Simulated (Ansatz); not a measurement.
Born–Oppenheimer molecular dynamics of a periodic cell of 16 atoms, MgO (host MgO, host structure Fm-3m). It goes on from the last frame of an earlier run, with new velocities.

Method: Ansatz 0.2.0, DFT LDA, scalar-relativistic, plane waves, PAW. Settings: cutoff 420 eV, k mesh 2x2x2, fermi-dirac smearing 0.05 eV, no spin polarisation.

```yaml
ensemble: NVE (velocity Verlet)
time_step: 1 fs
steps_asked: 320
starting_velocities_drawn_for: 1950 K
seed: 396980
```

Frames 2 fs apart, positions in Å.

Velocities at 110.0 fs (Å/ps):

```
Mg -0.77 -13.52 10.47
O -9.69 0.08 -8.35
Mg 8.31 -2.94 3.19
O -3.36 4.53 6.96
Mg 0.33 -4.90 7.42
O 4.33 -2.07 -2.17
Mg 0.48 -1.67 9.49
O 18.76 4.83 10.53
Mg -1.73 -3.77 -16.50
O 2.57 1.89 -5.95
Mg -6.69 -4.35 4.14
O -9.07 1.86 -5.77
Mg 7.67 3.22 4.53
O -4.90 0.53 -12.88
Mg -0.83 11.52 4.64
O -8.90 13.29 -23.96
```

```xyz
16
Lattice="0.0000 3.8220 3.8220 3.8220 0.0000 3.8220 3.8220 3.8220 0.0000" Properties=species:S:1:pos:R:3 time_fs=110.0 energy_less_start_eV=0.701 T=1590
Mg 0.107 -0.081 0.011
O 1.820 1.915 1.770
Mg 1.956 1.882 0.022
O 3.746 3.886 1.920
Mg 1.829 0.005 1.959
O 3.802 1.863 3.859
Mg 3.709 1.980 1.933
O 5.780 3.771 3.869
Mg -0.138 1.985 1.925
O 1.887 3.833 3.811
Mg 1.873 3.765 1.874
O 4.004 5.778 3.812
Mg 1.995 1.865 3.854
O 3.696 3.936 5.647
Mg 4.027 3.748 3.812
O 5.736 5.807 5.732
16
Lattice="0.0000 3.8220 3.8220 3.8220 0.0000 3.8220 3.8220 3.8220 0.0000" Properties=species:S:1:pos:R:3 time_fs=112.0 energy_less_start_eV=0.854 T=1511
Mg 0.104 -0.106 0.031
O 1.801 1.915 1.758
Mg 1.973 1.875 0.026
O 3.740 3.894 1.934
Mg 1.830 -0.004 1.973
O 3.812 1.859 3.853
Mg 3.711 1.976 1.952
O 5.819 3.781 3.889
Mg -0.139 1.978 1.892
O 1.895 3.836 3.799
Mg 1.859 3.758 1.884
O 3.982 5.779 3.800
Mg 2.009 1.872 3.862
O 3.688 3.935 5.623
Mg 4.022 3.772 3.821
O 5.716 5.832 5.686
16
Lattice="0.0000 3.8220 3.8220 3.8220 0.0000 3.8220 3.8220 3.8220 0.0000" Properties=species:S:1:pos:R:3 time_fs=114.0 energy_less_start_eV=1.023 T=1424
Mg 0.098 -0.126 0.050
O 1.783 1.914 1.756
Mg 1.990 1.867 0.027
O 3.737 3.900 1.950
Mg 1.832 -0.010 1.984
O 3.825 1.857 3.844
Mg 3.716 1.970 1.969
O 5.860 3.792 3.904
Mg -0.137 1.969 1.860
O 1.907 3.837 3.785
Mg 1.844 3.754 1.897
O 3.956 5.774 3.789
Mg 2.022 1.881 3.868
O 3.685 3.932 5.604
Mg 4.010 3.799 3.830
O 5.691 5.851 5.644
16
Lattice="0.0000 3.8220 3.8220 3.8220 0.0000 3.8220 3.8220 3.8220 0.0000" Properties=species:S:1:pos:R:3 time_fs=116.0 energy_less_start_eV=1.189 T=1339
Mg 0.091 -0.141 0.068
O 1.768 1.912 1.765
Mg 2.006 1.859 0.022
O 3.735 3.902 1.966
Mg 1.835 -0.014 1.993
O 3.841 1.856 3.831
Mg 3.722 1.964 1.985
O 5.898 3.804 3.914
Mg -0.131 1.960 1.830
O 1.923 3.837 3.772
Mg 1.829 3.753 1.912
O 3.925 5.764 3.777
Mg 2.031 1.890 3.871
O 3.687 3.925 5.592
Mg 3.994 3.826 3.837
O 5.663 5.865 5.610
16
Lattice="0.0000 3.8220 3.8220 3.8220 0.0000 3.8220 3.8220 3.8220 0.0000" Properties=species:S:1:pos:R:3 time_fs=118.0 energy_less_start_eV=1.340 T=1261
Mg 0.084 -0.150 0.085
O 1.757 1.910 1.782
Mg 2.021 1.850 0.014
O 3.735 3.901 1.982
Mg 1.838 -0.013 2.001
O 3.860 1.857 3.816
Mg 3.729 1.957 1.998
O 5.932 3.815 3.919
Mg -0.123 1.951 1.803
O 1.940 3.835 3.759
Mg 1.815 3.755 1.928
O 3.893 5.748 3.765
Mg 2.037 1.901 3.869
O 3.692 3.916 5.586
Mg 3.974 3.854 3.843
O 5.633 5.873 5.585
16
Lattice="0.0000 3.8220 3.8220 3.8220 0.0000 3.8220 3.8220 3.8220 0.0000" Properties=species:S:1:pos:R:3 time_fs=120.0 energy_less_start_eV=1.476 T=1190
Mg 0.077 -0.154 0.099
O 1.750 1.906 1.808
Mg 2.035 1.843 0.002
O 3.737 3.897 1.997
Mg 1.842 -0.010 2.006
O 3.881 1.860 3.798
Mg 3.738 1.949 2.009
O 5.959 3.825 3.920
Mg -0.113 1.942 1.779
O 1.958 3.831 3.747
Mg 1.800 3.759 1.945
O 3.861 5.729 3.753
Mg 2.040 1.912 3.862
O 3.701 3.904 5.588
Mg 3.952 3.882 3.846
O 5.604 5.874 5.569
16
Lattice="0.0000 3.8220 3.8220 3.8220 0.0000 3.8220 3.8220 3.8220 0.0000" Properties=species:S:1:pos:R:3 time_fs=122.0 energy_less_start_eV=1.602 T=1125
Mg 0.072 -0.154 0.112
O 1.748 1.901 1.839
Mg 2.046 1.836 -0.011
O 3.741 3.890 2.010
Mg 1.847 -0.003 2.009
O 3.904 1.864 3.780
Mg 3.746 1.941 2.016
O 5.976 3.836 3.917
Mg -0.103 1.934 1.759
O 1.975 3.825 3.739
Mg 1.786 3.767 1.960
O 3.830 5.708 3.742
Mg 2.039 1.923 3.850
O 3.713 3.889 5.598
Mg 3.929 3.909 3.848
O 5.577 5.868 5.564
16
Lattice="0.0000 3.8220 3.8220 3.8220 0.0000 3.8220 3.8220 3.8220 0.0000" Properties=species:S:1:pos:R:3 time_fs=124.0 energy_less_start_eV=1.714 T=1068
Mg 0.071 -0.149 0.124
O 1.752 1.896 1.875
Mg 2.052 1.832 -0.026
O 3.747 3.879 2.020
Mg 1.852 0.007 2.011
O 3.927 1.870 3.762
Mg 3.753 1.933 2.019
O 5.982 3.845 3.912
Mg -0.092 1.925 1.742
O 1.990 3.818 3.736
Mg 1.773 3.776 1.973
O 3.803 5.688 3.731
Mg 2.036 1.933 3.833
O 3.728 3.873 5.616
Mg 3.905 3.933 3.846
O 5.553 5.857 5.568
16
Lattice="0.0000 3.8220 3.8220 3.8220 0.0000 3.8220 3.8220 3.8220 0.0000" Properties=species:S:1:pos:R:3 time_fs=126.0 energy_less_start_eV=1.795 T=1026
Mg 0.072 -0.142 0.133
O 1.762 1.891 1.911
Mg 2.053 1.830 -0.041
O 3.753 3.866 2.027
Mg 1.858 0.018 2.012
O 3.951 1.877 3.748
Mg 3.759 1.925 2.017
O 5.976 3.853 3.903
Mg -0.082 1.917 1.729
O 2.002 3.810 3.738
Mg 1.763 3.787 1.983
O 3.781 5.673 3.722
Mg 2.030 1.943 3.813
O 3.743 3.854 5.640
Mg 3.883 3.953 3.844
O 5.535 5.841 5.579
16
Lattice="0.0000 3.8220 3.8220 3.8220 0.0000 3.8220 3.8220 3.8220 0.0000" Properties=species:S:1:pos:R:3 time_fs=128.0 energy_less_start_eV=1.812 T=1018
Mg 0.076 -0.132 0.140
O 1.777 1.887 1.948
Mg 2.048 1.831 -0.056
O 3.761 3.851 2.029
Mg 1.865 0.029 2.012
O 3.974 1.885 3.738
Mg 3.763 1.917 2.011
O 5.960 3.860 3.894
Mg -0.073 1.910 1.720
O 2.009 3.800 3.746
Mg 1.754 3.799 1.988
O 3.766 5.665 3.713
Mg 2.022 1.951 3.790
O 3.759 3.833 5.669
Mg 3.862 3.967 3.841
O 5.525 5.822 5.596
16
Lattice="0.0000 3.8220 3.8220 3.8220 0.0000 3.8220 3.8220 3.8220 0.0000" Properties=species:S:1:pos:R:3 time_fs=130.0 energy_less_start_eV=1.740 T=1055
Mg 0.081 -0.121 0.145
O 1.797 1.883 1.980
Mg 2.038 1.835 -0.070
O 3.769 3.834 2.026
Mg 1.872 0.040 2.010
O 3.994 1.893 3.733
Mg 3.765 1.909 2.001
O 5.935 3.866 3.884
Mg -0.064 1.902 1.715
O 2.013 3.791 3.761
Mg 1.750 3.812 1.989
O 3.759 5.665 3.707
Mg 2.012 1.958 3.768
O 3.774 3.812 5.701
Mg 3.844 3.975 3.839
O 5.523 5.799 5.617
16
Lattice="0.0000 3.8220 3.8220 3.8220 0.0000 3.8220 3.8220 3.8220 0.0000" Properties=species:S:1:pos:R:3 time_fs=132.0 energy_less_start_eV=1.578 T=1138
Mg 0.087 -0.108 0.148
O 1.821 1.881 2.008
Mg 2.022 1.842 -0.083
O 3.777 3.817 2.018
Mg 1.880 0.050 2.007
O 4.011 1.901 3.734
Mg 3.764 1.901 1.986
O 5.902 3.870 3.874
Mg -0.056 1.895 1.714
O 2.011 3.783 3.782
Mg 1.748 3.826 1.986
O 3.758 5.674 3.703
Mg 2.000 1.962 3.748
O 3.787 3.790 5.735
Mg 3.829 3.975 3.837
O 5.531 5.775 5.639
```

Of the whole run (320 fs, mean temperature of the second half 1381 K): The conserved energy stayed within 0.41 meV per atom of its start (net change 0.25 meV per atom), so the integration is sound. A run of 0.32 ps of so small a system gives no equilibrium averages. Limits of this set-up: coarse k mesh.

Run time: 18 min on 1 thread of Arm Neoverse N1 (shared host), peak memory 0.39 GiB.
